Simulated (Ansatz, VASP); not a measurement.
## TiC: VASP beside Ansatz

Wanted: the spread between two codes on one cell, functional and k mesh. The cell is generated by rule, not measured, and may not be a known phase. The cell is taken from a series of runs on this material, whose earlier steps may have relaxed, scaled, displaced or heated it; both programs get it as it stands.

Calculated with Ansatz 0.2.0; plane waves, with VASP 6.6.1 beside it; single point at PBE.

The structure was built from a prototype and need not be the compound's stable phase.

### Step 1. The structure

Symmetry: P6_3/mmc, No. 194, hexagonal system. Conventional cell: a = 3.354 Å, b = 3.354 Å, c = 4.841 Å, α = 90.00°, β = 90.00°, γ = 120.00°. Nearest to Ti lie 3 C at 1.94 Å. Nearest to C lie 3 Ti at 1.94 Å. Farther neighbours are not listed.

### Step 2. VASP: single point, PBE

With cell and atoms fixed, the geometry can't cause a difference; cores, projectors, grids and the points listed under the comparison can.

Lines of VASP's logs that name or quote its potential files are left out, and so is its time.

Contents of INCAR:

```
SYSTEM = TiC
PREC = Accurate
ENCUT = 600
EDIFF = 1E-06
NELM = 120
ISMEAR = 0
SIGMA = 0.1
LREAL = .FALSE.
ALGO = Normal
GGA = PE
NBANDS = 22
LASPH = .TRUE.
LORBIT = 11
LWAVE = .FALSE.
LCHARG = .FALSE.
ISIF = 2
GGA_COMPAT = .FALSE.
```

Contents of POSCAR:

```
TiC
1.0
    3.3542900000      0.0000000000      0.0000000000
   -1.6771400000      2.9049000000      0.0000000000
    0.0000000000      0.0000000000      4.8415000000
Ti C
2 2
Direct
    0.3333343333      0.6666676667      0.2500000000
    0.6666676667      0.3333343333      0.7500000000
    0.6666676667      0.3333343333      0.2500000000
    0.3333343333      0.6666676667      0.7500000000
```

Contents of KPOINTS:

```
Automatic mesh
0
Gamma
6 6 4
0 0 0
```

Potentials, in the order of the species: Ti_sv and C (PBE family, release 64).

On the command line:

```sh
> mpirun -np 1 vasp_std
```

Numbers of over 12 decimals in the logs are rounded to 6 here.

Output:

```text
[banner, memory and clock lines left out]
running    1 mpi-ranks, on    1 nodes
 distrk:  each k-point on    1 cores,    1 groups
 distr:  one band on    1 cores,    1 groups

 POSCAR found type information on POSCAR TiC
 POSCAR found :  2 types and       4 ions
 LDA part: xc-table for (Slater+PW92), standard interpolation
 POSCAR, INCAR and KPOINTS ok, starting setup
 FFT: planning ... GRIDC
 FFT: planning ... GRID_SOFT
 FFT: planning ... GRID
 WAVECAR not read
 entering main loop
       N       E                     dE             d eps       ncg     rms          rms(c)
DAV:   1     0.388064741784E+03    0.38806E+03   -0.17885E+04   924   0.192E+03
DAV:   2     0.938348179959E+01   -0.37868E+03   -0.36521E+03   924   0.528E+02
DAV:   3    -0.437092086674E+02   -0.53093E+02   -0.50609E+02  1656   0.158E+02
DAV:   4    -0.469639930403E+02   -0.32548E+01   -0.32426E+01  1248   0.401E+01
DAV:   5    -0.471525953954E+02   -0.18860E+00   -0.18858E+00  1362   0.801E+00    0.280E+01
DAV:   6    -0.356707915150E+02    0.11482E+02   -0.93316E+01  1220   0.780E+01    0.874E+00
DAV:   7    -0.351019558660E+02    0.56884E+00   -0.12712E+01  1210   0.289E+01    0.620E+00
DAV:   8    -0.351195591303E+02   -0.17603E-01   -0.61127E-01  1390   0.708E+00    0.204E+00
DAV:   9    -0.351393974438E+02   -0.19838E-01   -0.84612E-02  1156   0.221E+00    0.613E-01
DAV:  10    -0.351407044225E+02   -0.13070E-02   -0.32539E-02  1194   0.179E+00    0.192E-01
DAV:  11    -0.351399121056E+02    0.79232E-03   -0.66477E-03  1298   0.670E-01    0.769E-02
DAV:  12    -0.351398563410E+02    0.55765E-04   -0.25076E-04  1288   0.145E-01    0.378E-02
DAV:  13    -0.351398337107E+02    0.22630E-04   -0.10833E-04  1198   0.653E-02    0.112E-02
DAV:  14    -0.351398310996E+02    0.26112E-05   -0.19896E-05  1232   0.468E-02    0.509E-03
DAV:  15    -0.351398310784E+02    0.21211E-07   -0.24629E-06   954   0.145E-02
   1 F= -.35139831E+02 E0= -.35134548E+02  d E =-.105652E-01
```

From OUTCAR (step 2):

```text
ion  position               nearest neighbor table
   1  0.333  0.667  0.250-   3 1.94   3 1.94   3 1.94   4 2.42   4 2.42
   2  0.667  0.333  0.750-   4 1.94   4 1.94   4 1.94   3 2.42   3 2.42
   3  0.667  0.333  0.250-   1 1.94   1 1.94   1 1.94   2 2.42   2 2.42
   4  0.333  0.667  0.750-   2 1.94   2 1.94   2 1.94   1 2.42   1 2.42

  LATTYP: Found a hexagonal cell.
 ALAT       =     3.3542900000
 C/A-ratio  =     1.4433754982

 Subroutine GETGRP returns: Found 24 space group operations
 (whereof 12 operations were pure point group operations)

The static configuration has the point symmetry D_3d.
 The point group associated with its full space group is D_6h.

 Found     21 irreducible k-points:

   k-points           NKPTS =     21   k-points in BZ     NKDIM =     21   number of bands    NBANDS=     22

   dimension x,y,z NGX =    28 NGY =   28 NGZ =   40
   dimension x,y,z NGXF=    56 NGYF=   56 NGZF=   80

   ENCUT  =  600.0 eV  44.10 Ry    6.64 a.u.   6.70  6.70  9.67*2*pi/ulx,y,z

   NELECT =      32.0000    total number of electrons

 k-points in reciprocal lattice and weights: Automatic mesh
   0.00000000  0.00000000  0.00000000       0.007
   0.16666667 -0.00000000  0.00000000       0.042
   0.33333333 -0.00000000  0.00000000       0.042
   0.50000000 -0.00000000  0.00000000       0.021
   0.16666667  0.16666667  0.00000000       0.042
   0.33333333  0.16666667  0.00000000       0.083
   0.33333333  0.33333333  0.00000000       0.014
   0.00000000  0.00000000  0.25000000       0.014
   0.16666667 -0.00000000  0.25000000       0.083
[...]
0.33333333  0.16666667  0.50000000       0.083
   0.33333333  0.33333333  0.50000000       0.014

 average (electrostatic) potential at core
       1 -72.9447       2 -72.9447       3 -45.9125       4 -45.9126

 E-fermi :   7.2570

 k-point     1 :       0.0000    0.0000    0.0000
  band No.  band energies     occupation
    ...
     11       3.9281      2.00000
     12       4.4886      2.00000
     13       4.4887      2.00000
     14       4.5309      2.00000
     15       4.5309      2.00000
     16       8.4859      0.00000
     17       8.7001      0.00000
     18       8.7001      0.00000
     19       9.1705      0.00000
     20      10.3497      0.00000
    ...

 k-point     2 :       0.1667   -0.0000    0.0000
  band No.  band energies     occupation
    ...
     12       4.1268      2.00000
     13       4.5646      2.00000
     14       4.8101      2.00000
     15       5.0423      2.00000
     16       7.2378      1.21385
     17       8.4385      0.00000
     18       8.6784      0.00000
     19      10.3864      0.00000
     20      10.4920      0.00000
     21      10.8721      0.00000
    ...

 k-point     3 :       0.3333   -0.0000    0.0000
  band No.  band energies     occupation
    ...
     12       4.1512      2.00000
     13       4.9643      2.00000
     14       5.7200      2.00000
     15       5.7956      2.00000
     16       6.2594      2.00000
     17       8.0237      0.00000
     18       9.0294      0.00000
     19      10.6724      0.00000
     20      11.1083      0.00000
     21      11.3083      0.00000
    ...

  Total       10.2066652     10.2066628     -7.8288222      0.0000176      0.0000000      0.0000000
  in kB      346.6432298    346.6431459   -265.8858848      0.0005967      0.0000000      0.0000000
  external PRESSURE =     142.4668303 kB  Pullay stress =       0.0000000 kB

  energy-cutoff  :      600.00
  volume of cell :       47.17
      direct lattice vectors                 reciprocal lattice vectors
     3.354290000  0.000000000  0.000000000     0.298125684  0.172122452  0.000000000
    -1.677140000  2.904900000  0.000000000     0.000000000  0.344245929  0.000000000
     0.000000000  0.000000000  4.841500000     0.000000000  0.000000000  0.206547558

 POSITION                                       TOTAL-FORCE (eV/Angst)
 -----------------------------------------------------------------------------------
      0.00001      1.93660      1.21037         0.000000     -0.000000      0.000000
      1.67715      0.96830      3.63112        -0.000000      0.000000      0.000000
      1.67715      0.96830      1.21037         0.000000      0.000000      0.000000
      0.00001      1.93660      3.63112        -0.000000     -0.000000      0.000000
 -----------------------------------------------------------------------------------
    total drift:                               -0.003478     -0.006024      0.000001

  FREE ENERGIE OF THE ION-ELECTRON SYSTEM (eV)
  ---------------------------------------------------
  free  energy   TOTEN  =       -35.1398310784 eV

  energy  without entropy=      -35.1292658996  energy(sigma->0) =      -35.13454849

 total charge
# of ion       s       p       d       tot
------------------------------------------
    1        2.230   6.249   2.040  10.519
    2        2.230   6.249   2.040  10.519
    3        0.918   1.565   0.000   2.483
    4        0.918   1.565   0.000   2.483
--------------------------------------------------
tot          6.296  15.628   4.080  26.004

[... 3 further parts left out ...]
```

The run ends at a pressure of 14.25 GPa.

### Step 3. Ansatz: single point, PBE

Ansatz runs on its default PAW (the set named soft_2) files.

The same cell, functional, mesh and smearing now go to Ansatz, which takes its cutoff from its data sets.

Contents of input.yaml:

```yaml
crystal:
  lattice:
    - [3.35429, 0.0, 0.0]
    - [-1.67714, 2.9049, 0.0]
    - [0.0, 0.0, 4.8415]
  atoms:
    - { symbol: Ti, position: [0.333333, 0.666667, 0.25] }
    - { symbol: Ti, position: [0.666667, 0.333333, 0.75] }
    - { symbol: C, position: [0.666667, 0.333333, 0.25] }
    - { symbol: C, position: [0.333333, 0.666667, 0.75] }
kpoints:
  mp_grid: { grid: [6, 6, 4] }
hamiltonian:
  xc: pbe
scf:
  occupations: { method: gaussian, width: 0.1 }
output:
  forces: true
  stress: true
  eigenvalues: true
```

On the command line:

```sh
> ansatz run input.yaml --threads 4 --pin off --max-ram 7168MiB --backend cpu --events-out ev --progress --plain --runs-dir out
```

Output:

```text
Warning: the atoms were moved onto the symmetric positions of the space group found under crystal.symmetry.tolerance 1.0e-5 (fractional; no operation is sought that the atoms, as they stand in a round, miss by more than twice it, and no atom is moved by as much as it), and the run uses the moved positions. Before a round's move an operation carried an atom to 3.35e-6 Å from where it should land, the largest such dist [...]
Engine: ansatz 0.2.0, x86_64-unknown-linux-gnu
Pseudopotentials: kind: paw
Pseudopotential: Ti, paw, valence charge 12, recommended cutoff 420 eV (normal), Ti.paw.azcp
Pseudopotential: C, paw, valence charge 4, recommended cutoff 420 eV (normal), C.paw.azcp
Functional definition: PBE
  parameter kappa = 0.804
  parameter beta = 0.066725
  exchange = pbe_x(kappa = kappa, mu = beta*pi^2/3)
  correlation = pbe_c(beta = beta)
Crystal: 4 atoms, lattice volume = 47.175 Å³
Basis set: ecut = 420 eV, 917 PW (Γ), exchange–correlation on 48×48×72 points (8 copies of the dense FFT grid, shifted against one another)
Bands: 20, of which v1, the nominal top of the filled ones, is band 16 counted from 1 (15 counted from 0)
Symmetry: 24 space group operations
Space group: P63/mmc (ITA 194), of the structure as read, at distance tolerance 3.6e-5 Å
k-points: 21 of 144
Non-local potential: Ti, projectors of the file, l = 0: 3, l = 1: 2, l = 2: 3, l = 3: 1
Non-local potential: C, projectors of the file, l = 0: 2, l = 1: 2, l = 2: 1
PAW form: soft (Blöchl's): semilocal exchange-correlation on the pseudo side does not see the compensation charge
PAW one-centre angular grid: Ti, 590 points (default); XC on 64 Gauss nodes
PAW one-centre angular grid: C, 110 points (default); XC on 64 Gauss nodes
Initial density: superposition of atomic densities (neutral atoms: chi_scale 0, normalization atom), corrected by the library's trained network
Initial wavefunctions: pseudopotential atomic-orbital guess
Functional: x = pbe(κ = 0.804, μ = 0.219515), c = pbe(β = 0.066725)
SCF iter   1: F=—  HF=-5502.270458 eV  |F-HF|=—  |Δ(HF+E_count)|=         —  Δρ=3.74e-3  dr2=5.22e-3  ethr=1.77e-3  ⟨swp⟩=4.0  Hψ=1644  notcnv=0
preconditioner: auto → Kerker (q_TF=auto, 2.557 Å⁻¹)  [metal: Δε(μ)=0.040 eV  Ē_g=6.318 eV  σ=0.100 eV  W_gap=0.22  n_scr=20 (ndim 8)  ℏωp=21.6 eV  f_vac=0.000  D(μ)=2.04/eV (n_scr^D=22)]
SCF iter   2: F=—  HF=-5502.270039 eV  |F-HF|=—  |Δ(HF+E_count)|=   4.19e-4  Δρ=1.86e-3  dr2=1.22e-3  ethr=1.63e-5  ⟨swp⟩=1.9  Hψ=682  notcnv=0
SCF iter   3: F=—  HF=-5502.269957 eV  |F-HF|=—  |Δ(HF+E_count)|=   8.13e-5  Δρ=3.79e-4  dr2=8.46e-5  ethr=3.81e-6  ⟨swp⟩=2.0  Hψ=563  notcnv=0
SCF iter   4: F=—  HF=-5502.269897 eV  |F-HF|=—  |Δ(HF+E_count)|=   6.02e-5  Δρ=1.12e-4  dr2=7.66e-6  ethr=2.64e-7  ⟨swp⟩=2.0  Hψ=550  notcnv=0
SCF iter   5: F=—  HF=-5502.269896 eV  |F-HF|=—  |Δ(HF+E_count)|=   5.17e-7  Δρ=3.52e-5  dr2=5.56e-7  ethr=2.39e-8  ⟨swp⟩=2.3  Hψ=564  notcnv=0
SCF iter   6: F=-5502.269897 eV  HF=-5502.269897 eV  |F-HF|=1.25e-9  |Δ(HF+E_count)|=   1.90e-7  Δρ=9.15e-6  dr2=3.14e-8  ethr=3.13e-10  ⟨swp⟩=5.2  Hψ=1697  notcnv=0
SCF 1 converged in 6 iterations: F = -5502.269897 eV  dr2 = 3.14e-8
  greatest PAW one-centre occupation: 0.999 electrons in one spin orbital (limit 2), on the Ti atom at site 1 (counted from 0), in its partial waves of l = 0
SCF converged after 6 iterations
Free energy (F): -5502.269897 eV
Harris-Foulkes:  -5502.269897 eV  (|F-HF|=1.25e-9)
Internal energy: -5502.259516 eV  (E = F + TS)
E sigma→0 (E₀):  -5502.264706 eV
Entropy (-TS):   -0.010380 eV (-2.595 meV/atom)
Fermi energy:    11.823641 eV
--- Per-component energies (eV) ---
  E_band       = -300.403021
  E_kinetic    = 729.710093
  E_local      = -1918.000198  (includes V_loc(G=0)·N_el)
  E_nonlocal   = 67.306006
  E_hartree    = 770.590256
  E_xc         = -294.475911
  E_vxc        = -367.513690  (∫ρ·V_xc dr)
  E_paw        = -2292.244816  (= ΣΔE_a)
  E_vpaw       = -353.080269  (= ΣTr[D̂ρ^β])
  E_aug_tail   = 0.000299  (compensation charges beyond the density's cutoff)
  E_ewald      = -2565.145245
  E_smearing   = -0.010380  (= −TS)
  E_closure    = 0.000000  (closes the sum)
  Σ components = -5502.269897   (vs F -5502.269897, Δ=0.00e0)
--- Forces (eV/Å), atoms counted from 1 ---
  atom   1  Ti    -0.00000000    -0.00000000     0.00000000
  atom   2  Ti     0.00000000     0.00000000     0.00000000
  atom   3  C      0.00000000     0.00000000     0.00000000
  atom   4  C     -0.00000000    -0.00000000     0.00000000
  max |Σ_I F_I| component: 3.70e-17 eV/Å
--- Stress (GPa, compression-positive) ---
       34.514262      -0.000000       0.000000
       -0.000000      34.514262       0.000000
        0.000000       0.000000     -26.358782
  P = ⅓ Tr σ = 14.2232 GPa (142.232 kbar)
--- Band table (eV; the first three rows and the last of 21) ---
  k-point 0: bands = [... 12 lower, 9.0482, 9.0918, 9.0918, 13.0642, 13.2742, 13.2742, 13.7326, 14.9294]
  k-point 1: bands = [... 12 lower, 8.9911, 9.0297, 9.0297, 10.8920, 13.6400, 13.6400, 14.8341, 14.8341]
  k-point 2: bands = [... 12 lower, 8.9537, 8.9537, 9.1676, 9.1676, 14.3675, 14.3675, 14.3675, 14.3675]
  k-point 20: bands = [... 12 lower, 9.8974, 9.8974, 10.4448, 10.4448, 13.0299, 13.0299, 14.3096, 14.3096]
```

The column dr2 measures how far the density is from self-consistency, as an energy; F and HF (Harris–Foulkes) agree once it is small.

The run ends at a pressure of 14.22 GPa.

### Step 4. Comparison

Known differences besides the potentials themselves: the cutoff is 420 eV in Ansatz and 600 eV in VASP. Total energies have different zeros and are not compared.

The two programs side by side:

```
      quantity  Ansatz   VASP  difference
pressure (GPa)   14.22  14.25       -0.02
```

### Step 5. Summary of results

| Quantity | Value |
| --- | --- |
| difference in pressure (single point, PBE) | -0.023 GPa |

**Reading.** The difference in pressure is -0.023 GPa (single point, PBE), within the 1 GPa picked in this series as the mark of a large difference. How closely two codes agree says nothing of how well the functional describes the real material.

[Lines on the potential files, build, host, timing and source positions are cut from VASP's logs without a mark.]

[Logs are printed without paths, hosts, clocks, repeated set-up lines and the standing remarks that a program may print on its own settings, such as how far it seeks lower states.]

[Hosts, paths, dates, database ids (printed as entryN), source tags and the programs' standing remarks are cut or masked in the printed files.]
